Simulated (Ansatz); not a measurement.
This is a single-point calculation with Ansatz on BN in the zincblende structure; the level of theory is r2SCAN0. The cell was relaxed beforehand with r2SCAN.

Input (YAML):
```yaml
crystal:
  lattice:
    - [0.0, 1.8048254535, 1.8048254535]
    - [1.8048254535, 0.0, 1.8048254535]
    - [1.8048254535, 1.8048254535, 0.0]
  atoms:
    - { symbol: B, position: [0.0, 0.0, 0.0] }
    - { symbol: "N", position: [0.25, 0.25, 0.25] }
kpoints:
  mp_grid: { grid: [8, 8, 8] }
  band_path:
    path:
      - [0.0, 0.0, 0.0]
      - [-0.5, -0.5, 0.0]
      - [-0.375, -0.375, 0.25]
      - [-0.375, 0.0, 0.375]
      - [0.0, 0.0, 0.5]
      - [-0.5, -0.25, 0.25]
      - [0.0, 0.5, 0.5]
    npoints: 1
hamiltonian:
  xc: r2scan0
scf:
  occupations: { method: fixed }
  n_extra_bands: 4
output:
  forces: true
  stress: true
  eigenvalues: true
  write_density: true
  write_potential: true
  elf: true
  volumetric_format: npy
```

Command: `ansatz run input.yaml --threads 4 --pin off --max-ram 7372MiB --backend cpu --events-out ev --progress --plain --runs-dir out`. Wall time 7.8 s on 4 threads of Arm Neoverse V2, with other jobs on the host, load about 0.5 per core; peak host memory 0.78 GiB.

What the program printed (shortened):
```
scf.n_extra_bands = 4 over 4 filled bands (N_el = 8.0): the run solves 8 bands
Pseudopotential: B, paw, valence charge 3, recommended cutoff 500 eV (meta_gga)
Pseudopotential: N, paw, valence charge 5, recommended cutoff 500 eV (meta_gga)
Functional definition: r2SCAN0
Crystal: 2 atoms, lattice volume = 11.758 Å³
Basis set: ecut = 500 eV, 307 PW (Γ)
Symmetry: 24 space group operations
Space group: F-43m (ITA 216)
k-points: 29 of 512 (time reversal used)
[warm-up without exact exchange]
SCF 1 stopped early in 2 iterations: F = -544.007418 eV  dr2 = 1.84e-3
[exact exchange on]
preconditioner: auto → none  [insulator: Δε(μ)=6.844 eV  ℏωp=30.6 eV]
SCF 2 stopped early in 5 iterations: F = -543.818201 eV  dr2 = 4.40e-7
hybrid outer 1: dexx = +1.047e-3 eV, tail = 2.63e-6 eV
SCF 3 converged in 2 iterations: F = -543.818209 eV  dr2 = 4.02e-9
hybrid outer 2: dexx = +2.176e-8 eV, tail = 1.09e-8 eV, Δε = 1.80e-3 eV
Free energy (F): -543.818209 eV
Fermi energy:    9.916978 eV
--- Per-component energies (eV) ---
  E_band       = 8.166093
  E_kinetic    = 186.119477
  E_local      = -173.981254
  E_nonlocal   = 55.209468
  E_hartree    = 49.403491
  E_xc         = -71.583354
  E_vxc        = -97.158862
  E_exx        = -22.957704
  E_paw        = -207.044082
  E_vpaw       = -19.314840
  E_vtau       = 4.400874
  E_ewald      = -358.915735
  E_core_change = -0.068533
--- Stress (GPa, compression-positive) ---
       -6.591529       0.000000       0.000000
        0.000000      -6.591529       0.000000
        0.000000       0.000000      -6.591529
  P = ⅓ Tr σ = -6.5915 GPa (-65.915 kbar)
```

bands.tsv, columns around the gap (it counts bands from 0):
```tsv
# k_distance	band_0	band_1	band_2	band_3	band_4	band_5	band_6	band_7
# fermi_ev = 9.916978
# [0, 0, 0] at k_distance = 0.000000
# [-0.5, -0.5, 0] at k_distance = 1.740663
# [-0.375, -0.375, 0.25] at k_distance = 2.356080
# [-0.375, 0, 0.375] at k_distance = 3.422014
# [0, 0, 0.5] at k_distance = 4.487948
# [-0.5, -0.25, 0.25] at k_distance = 5.718783
# [0, 0.5, 0.5] at k_distance = 7.664903
# levels_relative_to = fermi_ev
0.000	-22.862	0.000	0.000	0.000	11.806	11.806	11.806	13.371
1.741	-16.744	-10.088	-5.472	-5.472	6.886	11.917	22.168	22.168
2.356	-16.674	-9.211	-8.484	-4.548	9.531	16.048	19.716	20.657
3.422	-16.674	-9.211	-8.484	-4.548	9.531	16.048	19.716	20.657
4.488	-18.267	-11.956	-2.169	-2.169	13.056	13.809	13.809	18.922
5.719	-16.432	-8.634	-7.758	-7.150	12.508	16.791	17.720	18.254
7.665	-16.744	-10.088	-5.472	-5.472	6.886	11.917	22.168	22.168
```
In order the rows are Γ, X, U, K, L, W, X.

Planar averages along the third cell vector, from rho_z.tsv and v_z.tsv (valence density with its augmentation; electrostatic potential energy of an electron, of which only differences have a meaning):

| z (Å) | ρ (e/Å³) | v_es (eV) |
| --- | --- | --- |
| 0.00 | 0.728 | -3.92 |
| 0.13 | 0.885 | -5.61 |
| 0.38 | 1.122 | -6.65 |
| 0.51 | 1.149 | -5.75 |
| 0.64 | 1.112 | -4.03 |
| 0.77 | 1.032 | -1.77 |
| 1.02 | 0.797 | 3.56 |
| 1.15 | 0.662 | 6.32 |
| 1.28 | 0.539 | 8.79 |
| 1.40 | 0.443 | 10.55 |
| 1.66 | 0.336 | 11.01 |
| 1.79 | 0.321 | 9.80 |
| 1.91 | 0.327 | 7.86 |
| 2.04 | 0.355 | 5.41 |
| 2.30 | 0.480 | 0.53 |
| 2.42 | 0.589 | -1.78 |

The r2SCAN0 gap is indirect, 6.89 eV (Γ to X), below the direct gap of 11.81 eV at Γ. Edges are sought over the mesh and the listed points. The mean pressure is -6.6 GPa (compression positive), so r2SCAN0 would shrink the cell's volume. The stress of a hybrid is loosely converged here.

Spin-unpolarised throughout; all numbers are computed.

The meshes of the hybrids are coarse, so their gaps aren't converged to the digits shown.
